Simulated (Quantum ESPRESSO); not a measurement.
# GaAs (F-43m) in Quantum ESPRESSO: notebook, part 3 of 3

Quantum ESPRESSO 7.5.

## 4. Phonons, PBE

Input file pw.in:

```
&CONTROL
  calculation = 'scf'
  prefix = 'pwscf'
  outdir = './tmp'
  pseudo_dir = './pseudo'
  tprnfor = .true.
  tstress = .true.
  disk_io = 'low'
/
&SYSTEM
  ibrav = 0
  nat = 2
  ntyp = 2
  ecutwfc = 70
  ecutrho = 560
  nbnd = 15
  occupations = 'smearing'
  smearing = 'fd'
  degauss = 0.00367493
/
&ELECTRONS
  conv_thr = 4d-10
  electron_maxstep = 120
  mixing_beta = 0.5
/
ATOMIC_SPECIES
As    74.9216 As.pbe-n-rrkjus_psl.0.2.UPF
Ga    69.7230 Ga.pbe-dn-kjpaw_psl.1.0.0.UPF
CELL_PARAMETERS angstrom
   0.0000000000    2.8268500000    2.8268500000
   2.8268500000    0.0000000000    2.8268500000
   2.8268500000    2.8268500000    0.0000000000
ATOMIC_POSITIONS crystal
As     0.7500000000    0.7500000000    0.7500000000
Ga     0.0000000000    0.0000000000    0.0000000000
K_POINTS automatic
6 6 6 1 1 1
```

Input file relax.in:

```
&CONTROL
  calculation = 'vc-relax'
  prefix = 'pwscf'
  outdir = './tmp'
  pseudo_dir = './pseudo'
  tprnfor = .true.
  tstress = .true.
  disk_io = 'low'
  nstep = 40
  forc_conv_thr = 0.0001
  etot_conv_thr = 1d-06
/
&SYSTEM
  ibrav = 0
  nat = 2
  ntyp = 2
  ecutwfc = 70
  ecutrho = 560
  nbnd = 15
  occupations = 'smearing'
  smearing = 'fd'
  degauss = 0.00367493
/
&ELECTRONS
  conv_thr = 4d-10
  electron_maxstep = 120
  mixing_beta = 0.5
/
&IONS
  ion_dynamics = 'bfgs'
/
&CELL
  cell_dynamics = 'bfgs'
  press = 0
  press_conv_thr = 0.2
/
ATOMIC_SPECIES
As    74.9216 As.pbe-n-rrkjus_psl.0.2.UPF
Ga    69.7230 Ga.pbe-dn-kjpaw_psl.1.0.0.UPF
CELL_PARAMETERS angstrom
   0.0000000000    2.8268500000    2.8268500000
   2.8268500000    0.0000000000    2.8268500000
   2.8268500000    2.8268500000    0.0000000000
ATOMIC_POSITIONS crystal
As     0.7500000000    0.7500000000    0.7500000000
Ga     0.0000000000    0.0000000000    0.0000000000
K_POINTS automatic
6 6 6 1 1 1
```

Input file scf2.in:

```
&CONTROL
  calculation = 'scf'
  prefix = 'pwscf'
  outdir = './tmp'
  pseudo_dir = './pseudo'
  tprnfor = .true.
  tstress = .true.
  disk_io = 'low'
/
&SYSTEM
  ibrav = 0
  nat = 2
  ntyp = 2
  ecutwfc = 70
  ecutrho = 560
  nbnd = 15
  occupations = 'fixed'
/
&ELECTRONS
  conv_thr = 1d-13
  electron_maxstep = 120
  mixing_beta = 0.5
  startingpot = 'file'
  startingwfc = 'file'
/
ATOMIC_SPECIES
As    74.9216 As.pbe-n-rrkjus_psl.0.2.UPF
Ga    69.7230 Ga.pbe-dn-kjpaw_psl.1.0.0.UPF
CELL_PARAMETERS angstrom
   0.0000000000    2.8728800456    2.8728800456
   2.8728800456    0.0000000000    2.8728800456
   2.8728800456    2.8728800456    0.0000000000
ATOMIC_POSITIONS crystal
As     0.7500000000    0.7500000000    0.7500000000
Ga     0.0000000000    0.0000000000    0.0000000000
K_POINTS automatic
6 6 6 1 1 1
```

Input file ph.in:

```
phonons of GaAs
&INPUTPH
  prefix = 'pwscf'
  outdir = './tmp'
  tr2_ph = 1d-16
  fildyn = 'dyn'
  niter_ph = 60
  alpha_mix(1) = 0.7
  epsil = .true.
/
0.0000000000 0.0000000000 0.0000000000
```

Input file dynmat.in:

```
&INPUT
  fildyn = 'dyn'
  asr = 'crystal'
  lperm = .true.
  filout = 'dynmat.disp'
  fileig = 'dynmat.eig'
/
```

Input file dynmat_lo.in:

```
&INPUT
  fildyn = 'dyn'
  asr = 'crystal'
  filout = 'dynmat_lo.disp'
  fileig = 'dynmat_lo.eig'
  q(1) = 0
  q(2) = 0
  q(3) = 1
/
```

Potentials or basis: SSSP 1.3 efficiency PBE.

Command:

```bash
$ OMP_NUM_THREADS=1 pw.x -in pw.in > pw.out
$ OMP_NUM_THREADS=1 pw.x -in relax.in > relax.out
$ OMP_NUM_THREADS=1 pw.x -in scf2.in > scf2.out
$ OMP_NUM_THREADS=1 ph.x -in ph.in > ph.out
$ OMP_NUM_THREADS=1 dynmat.x -in dynmat.in > dynmat.out
$ OMP_NUM_THREADS=1 dynmat.x -in dynmat_lo.in > dynmat_lo.out
```

pw.out:

```text
This program is part of the open-source Quantum ESPRESSO suite
     for quantum simulation of materials; please cite
         "P. Giannozzi et al., J. Phys.:Condens. Matter 21 395502 (2009);
         "P. Giannozzi et al., J. Phys.:Condens. Matter 29 465901 (2017);
         "P. Giannozzi et al., J. Chem. Phys. 152 154105 (2020);
     in publications or presentations arising from this work. More details at

     file Ga.pbe-dn-kjpaw_psl.1.0.0.UPF: wavefunction(s)  4S renormalized
     Message from routine setup:
     using ibrav=0 with symmetry is DISCOURAGED, use correct ibrav instead

     G-vector sticks info
     --------------------
     sticks:   dense  smooth     PW     G-vecs:    dense   smooth      PW
     Sum        2221    1099    337                68465    24045    3943

     Using Slab Decomposition

     bravais-lattice index     =            0
     lattice parameter (alat)  =       7.5547  a.u.
     unit-cell volume          =     304.8842 (a.u.)^3
     number of atoms/cell      =            2
     number of atomic types    =            2
     number of electrons       =        18.00
     number of Kohn-Sham states=           15
     kinetic-energy cutoff     =      70.0000  Ry
     charge density cutoff     =     560.0000  Ry
     scf convergence threshold =      4.0E-10
     mixing beta               =       0.5000
     number of iterations used =            8  plain     mixing
     Exchange-correlation= SLA  PW   PBX  PBC
                           (   1   4   3   4   0   0   0)

     celldm(1)=   7.554690  celldm(2)=   0.000000  celldm(3)=   0.000000
     celldm(4)=   0.000000  celldm(5)=   0.000000  celldm(6)=   0.000000

     crystal axes: (cart. coord. in units of alat)
               a(1) = (   0.000000   0.707107   0.707107 )
               a(2) = (   0.707107   0.000000   0.707107 )
               a(3) = (   0.707107   0.707107   0.000000 )

     reciprocal axes: (cart. coord. in units 2 pi/alat)
               b(1) = ( -0.707107  0.707107  0.707107 )
               b(2) = (  0.707107 -0.707107  0.707107 )
               b(3) = (  0.707107  0.707107 -0.707107 )

     PseudoPot. # 1 for As read from file:
     As.pbe-n-rrkjus_psl.0.2.UPF
     Pseudo is Ultrasoft + core correction, Zval =  5.0
     Generated using "atomic" code by A. Dal Corso  v.5.0.99 svn rev. 10869
     Using radial grid of 1209 points,  4 beta functions with:
                l(1) =   0
                l(2) =   0
                l(3) =   1
                l(4) =   1
     Q(r) pseudized with 0 coefficients

     PseudoPot. # 2 for Ga read from file:
     Ga.pbe-dn-kjpaw_psl.1.0.0.UPF
     Pseudo is Projector augmented-wave + core cor, Zval = 13.0
     Generated using "atomic" code by A. Dal Corso  v.5.1
     Shape of augmentation charge: PSQ
     Using radial grid of 1205 points,  6 beta functions with:
                l(1) =   0
                l(2) =   0
                l(3) =   1
                l(4) =   1
                l(5) =   2
                l(6) =   2
     Q(r) pseudized with 0 coefficients

     atomic species   valence    mass     pseudopotential
     As                5.00    74.92160     As( 1.00)
     Ga               13.00    69.72300     Ga( 1.00)

     24 Sym. Ops. (no inversion) found

   Cartesian axes

     site n.     atom                  positions (alat units)
         1        As     tau(   1) = (   1.0606602   1.0606602   1.0606602  )
         2        Ga     tau(   2) = (   0.0000000   0.0000000   0.0000000  )

     number of k points=    28  Fermi-Dirac smearing, width (Ry)=  0.0037
                       cart. coord. in units 2pi/alat
        k(    1) = (   0.0589256   0.0589256   0.0589256), wk =   0.0185185
        k(    2) = (   0.1767767   0.1767767  -0.0589256), wk =   0.0555556
        k(    3) = (   0.2946278   0.2946278  -0.1767767), wk =   0.0555556
        k(    4) = (  -0.2946278  -0.2946278   0.4124790), wk =   0.0555556
        k(    5) = (  -0.1767767  -0.1767767   0.2946278), wk =   0.0555556
        k(    6) = (  -0.0589256  -0.0589256   0.1767767), wk =   0.0555556
[... 20 lines left out ...]
        k(   27) = (   0.2946278   0.2946278   0.2946278), wk =   0.0185185
        k(   28) = (  -0.2946278  -0.2946278   0.8838835), wk =   0.0555556

     Dense  grid:    68465 G-vectors     FFT dimensions: (  60,  60,  60)

     Smooth grid:    24045 G-vectors     FFT dimensions: (  45,  45,  45)

     Initial potential from superposition of free atoms

     starting charge      17.9968, renormalised to      18.0000
     Starting wfcs are   13 randomized atomic wfcs +    2 random wfcs

     Self-consistent Calculation

     iteration #  1     ecut=    70.00 Ry     beta= 0.50
     Davidson diagonalization with overlap
     ethr =  1.00E-02,  avg # of iterations =  5.9

     Threshold (ethr) on eigenvalues was too large:
     Diagonalizing with lowered threshold

     Davidson diagonalization with overlap
     ethr =  2.40E-04,  avg # of iterations =  6.6

     total energy              =    -296.16653124 Ry
     estimated scf accuracy    <       0.04893168 Ry
[... 5 lines left out ...]
     total energy              =    -296.17370967 Ry
     estimated scf accuracy    <       0.00549629 Ry

     iteration #  3     ecut=    70.00 Ry     beta= 0.50
     Davidson diagonalization with overlap
     c_bands:  1 eigenvalues not converged
     ethr =  3.05E-05,  avg # of iterations =  6.5

     total energy              =    -296.17561518 Ry
     estimated scf accuracy    <       0.00229152 Ry

     iteration #  4     ecut=    70.00 Ry     beta= 0.50
     Davidson diagonalization with overlap
     ethr =  1.27E-05,  avg # of iterations =  3.4

     total energy              =    -296.17586683 Ry
     estimated scf accuracy    <       0.00032115 Ry

     iteration #  5     ecut=    70.00 Ry     beta= 0.50
     Davidson diagonalization with overlap
     c_bands:  1 eigenvalues not converged
     c_bands:  1 eigenvalues not converged
     ethr =  1.78E-06,  avg # of iterations =  7.3

     total energy              =    -296.17599420 Ry
     estimated scf accuracy    <       0.00005913 Ry

     iteration #  6     ecut=    70.00 Ry     beta= 0.50
     Davidson diagonalization with overlap
     ethr =  3.29E-07,  avg # of iterations =  3.4
[... 39 lines left out ...]
     iteration # 12     ecut=    70.00 Ry     beta= 0.50
     Davidson diagonalization with overlap
     ethr =  6.33E-12,  avg # of iterations =  5.0

     End of self-consistent calculation

          k = 0.0589 0.0589 0.0589 (  3014 PWs)   bands (ev):

    -8.0787  -8.0708  -8.0708  -7.9945  -7.9945  -5.9313   5.5016   6.5975
     6.5975   8.0828  10.6059  10.6171  10.6171  14.8578  16.3465

          k = 0.1768 0.1768-0.0589 (  3002 PWs)   bands (ev):

    -8.1060  -8.0645  -8.0615  -7.9962  -7.9928  -5.5139   3.4035   5.5112
     6.3819   8.8083  10.9746  10.9984  12.1403  15.0965  15.8935

          k = 0.2946 0.2946-0.1768 (  3007 PWs)   bands (ev):

    -8.1410  -8.0545  -8.0537  -7.9937  -7.9908  -4.6539   1.0005   4.9669
     5.7790   8.4603  11.4242  11.4591  14.0271  16.0183  16.0187

          k =-0.2946-0.2946 0.4125 (  3019 PWs)   bands (ev):
[... 16 lines left out ...]
    -8.1223  -8.0555  -8.0547  -8.0019  -7.9894  -5.3094   3.0703   5.3179
     5.3725   9.2010  10.0541  12.4265  12.5565  14.3760  17.3411

          k = 0.4125 0.1768-0.0589 (  3011 PWs)   bands (ev):

    -8.1486  -8.0474  -8.0437  -8.0044  -7.9870  -4.5938   1.4617   4.1173
     4.9799   9.4573  10.5166  12.1667  13.6232  15.9946  18.1982

          k =-0.1768-0.4125 0.5303 (  3020 PWs)   bands (ev):
[... 6 lines left out ...]
    -8.1510  -8.0494  -8.0443  -7.9989  -7.9904  -4.3244   0.9447   3.5186
     5.2155   9.7718  11.1675  12.3005  13.4575  15.7206  17.3118

          k = 0.0589-0.1768 0.2946 (  3004 PWs)   bands (ev):

    -8.1265  -8.0570  -8.0543  -7.9992  -7.9902  -5.1253   2.4017   4.7782
     5.8035   9.3848  10.5025  12.1695  12.3903  14.9743  16.8306

          k = 0.5303 0.0589 0.0589 (  3015 PWs)   bands (ev):
[... 6 lines left out ...]
    -8.1753  -8.0334  -8.0273  -8.0116  -7.9842  -3.5604   0.0759   3.3314
     4.0012   8.9462   9.9925  14.3126  15.5256  17.0325  19.0394

          k = 0.0589-0.4125 0.5303 (  3018 PWs)   bands (ev):

    -8.1650  -8.0436  -8.0339  -8.0020  -7.9900  -3.7027   0.2365   2.8806
     4.5188   9.4399  12.1514  13.0634  14.2307  15.1418  17.3398

          k = 0.1768-0.2946 0.4125 (  3012 PWs)   bands (ev):

    -8.1517  -8.0510  -8.0476  -7.9957  -7.9895  -4.2731   0.4921   4.2739
     5.2860   9.0873  10.9734  12.2235  14.0228  16.3602  17.4017

          k =-0.6482 0.0589 0.0589 (  3013 PWs)   bands (ev):

    -8.1804  -8.0265  -8.0247  -8.0172  -7.9812  -3.5893   0.0283   3.8008
     4.1139   8.2975   8.8301  16.0451  16.3294  17.5772  19.7098

          k =-0.5303 0.1768-0.0589 (  3016 PWs)   bands (ev):

    -8.1660  -8.0388  -8.0333  -8.0091  -7.9849  -4.0065   0.6346   3.6133
     4.3332   9.1402  10.2589  13.0173  15.0089  17.0053  18.7528

          k =-0.4125 0.0589 0.0589 (  3012 PWs)   bands (ev):

    -8.1489  -8.0433  -8.0424  -8.0083  -7.9857  -4.7436   1.8558   4.5866
     4.7698   8.7251   9.8907  13.3160  13.8528  15.4278  18.3023

          k = 0.1768 0.1768 0.1768 (  2989 PWs)   bands (ev):
[... 31 lines left out ...]
    -8.1697  -8.0412  -8.0287  -8.0055  -7.9885  -3.5309   0.1254   3.0380
     3.7700  10.2953  11.4423  12.4545  13.8341  16.8739  19.1043

          k =-0.7660 0.1768 0.1768 (  3019 PWs)   bands (ev):

    -8.1708  -8.0375  -8.0308  -8.0076  -7.9865  -3.6024   0.1243   2.9265
     4.4807   8.6994  11.3735  14.2086  14.6165  15.9167  17.5692

          k = 0.2946 0.2946 0.2946 (  2998 PWs)   bands (ev):
[... 6 lines left out ...]
    -8.1559  -8.0492  -8.0458  -7.9945  -7.9909  -4.0636   0.2282   3.8884
     5.2380   9.0698  11.2785  12.2675  14.7049  16.2694  17.1631

     the Fermi energy is     7.2018 ev

!    total energy              =    -296.17600871 Ry
     estimated scf accuracy    <          2.1E-11 Ry
     smearing contrib. (-TS)   =      -0.00000002 Ry
     internal energy E=F+TS    =    -296.17600869 Ry

     The total energy is F=E-TS. E is the sum of the following terms:
     one-electron contribution =    -119.66422365 Ry
     hartree contribution      =      75.18937425 Ry
     xc contribution           =     -47.43418722 Ry
     ewald contribution        =     -93.01011532 Ry
     one-center paw contrib.   =    -111.25685674 Ry

     convergence has been achieved in  12 iterations

     Forces acting on atoms (cartesian axes, Ry/au):

     atom    1 type  1   force =    -0.00000000   -0.00000000   -0.00000000
     atom    2 type  2   force =     0.00000000   -0.00000000    0.00000000

     Total force =     0.000000     Total SCF correction =     0.000000

     Computing stress (Cartesian axis) and pressure

          total   stress  (Ry/bohr**3)                   (kbar)     P=       33.56
   0.00022810  -0.00000000  -0.00000000           33.56       -0.00       -0.00
  -0.00000000   0.00022810  -0.00000000           -0.00       33.56       -0.00
  -0.00000000  -0.00000000   0.00022810           -0.00       -0.00       33.56

=------------------------------------------------------------------------------=
   JOB DONE.
=------------------------------------------------------------------------------=
```

Wall time 20 min (1 thread of Arm Neoverse V2, shared host); peak memory 0.31 GiB.

Results:

```yaml
Free_energy: -4029.7041 eV
Relaxed_volume: 23.71 Å³/atom
Relaxed_cell: a = 4.063 Å, b = 4.063 Å, c = 4.063 Å, α = 60.00°, β = 60.00°, γ = 60.00°
Space_group_after_relaxing_to_0.05_Å: F-43m (No. 216)
Pressure_after_relaxing: 0.0 GPa
Electronic_dielectric_tensor_diagonal: 15.19
Born_charges_mean_of_the_diagonal: As -2.26; Ga +2.23 e
Highest_phonon_frequency_at_Γ_LO-TO_splitting_left_out: 254 cm⁻¹
Static_dielectric_tensor_diagonal: 17.44
```

The path:
| step | energy change (eV) | largest force (eV/Å) | pressure (GPa) | volume (Å³) |
| --- | --- | --- | --- | --- |
| 1 | 0.0000 | 0.0000 | 3.36 | 45.18 |
| 2 | -0.0132 | 0.0000 | 2.09 | 45.96 |
| 3 | -0.0209 | 0.0000 | 0.81 | 46.82 |
| 4 | -0.0224 | 0.0000 | 0.05 | 47.39 |
| 5 | -0.0224 | 0.0000 | 0.00 | 47.42 |

Final structure:
```
As Ga
1.0
     0.00000    2.87288    2.87288
     2.87288    0.00000    2.87288
     2.87288    2.87288    0.00000
As Ga
1 1
Cartesian
  4.3093 4.3093 4.3093
  0.0000 0.0000 0.0000
```

Levels at points of the mesh, in eV from the valence-band top:
```csv
k point,band 6,band 7,band 8,band 9,band 10,band 11,band 12,band 13
"(0.08, 0.08, 0.08)",-12.21,-1.17,0.00,0.00,1.23,3.95,3.99,3.99
```

Phonon frequencies in cm⁻¹ (negative: imaginary):
```csv
q point,frequencies
"(0.000, 0.000, 0.000)",5 5 5 254 254 254
```

Electronic dielectric tensor:
```
15.19  0.00  0.00
 0.00 15.19  0.00
 0.00  0.00 15.19
```

Born effective charge tensors (e):
atom 1, As
```
-2.26  0.00  0.00
 0.00 -2.26  0.00
 0.00  0.00 -2.26
```
atom 2, Ga
```
2.23 0.00 0.00
0.00 2.23 0.00
0.00 0.00 2.23
```

Optical modes at Γ, degenerate ones joined, polar ones without the macroscopic field:
```csv
cm⁻¹,components,symmetry,active in,"IR intensity, summed ((D/Å)²/amu)"
254,3,T2,IR and Raman,9.64
```

Zone-centre frequencies without and with the macroscopic field along z (cm⁻¹):
```csv
,optical modes in rising order
without,254 254 254
with the field,254 254 272
```

Static dielectric tensor, electrons and zone-centre modes:
```
17.44  0.00  0.00
 0.00 17.44  0.00
 0.00  0.00 17.44
```

Caveat: the shifted mesh misses Γ, where the gap is smaller or closed, so treating the crystal as an insulator may be wrong and the dielectric response too small.

## 5. How close it comes

Step 3. Against the measured high-frequency dielectric constant of GaAs, 10.89 (300 K; a printed reference work, textbook), the calculated 14.32 is off by +31.5 %. So large a miss can be the level of theory's own, or it may mean another phase, state or a wrong row.

Step 4. Measured high-frequency dielectric constant of GaAs: 10.89 (300 K; a printed reference work, textbook). This calculation gives 15.19 (+39.5 %). So large a miss can be the level of theory's own, or it may mean another phase, state or a wrong row.
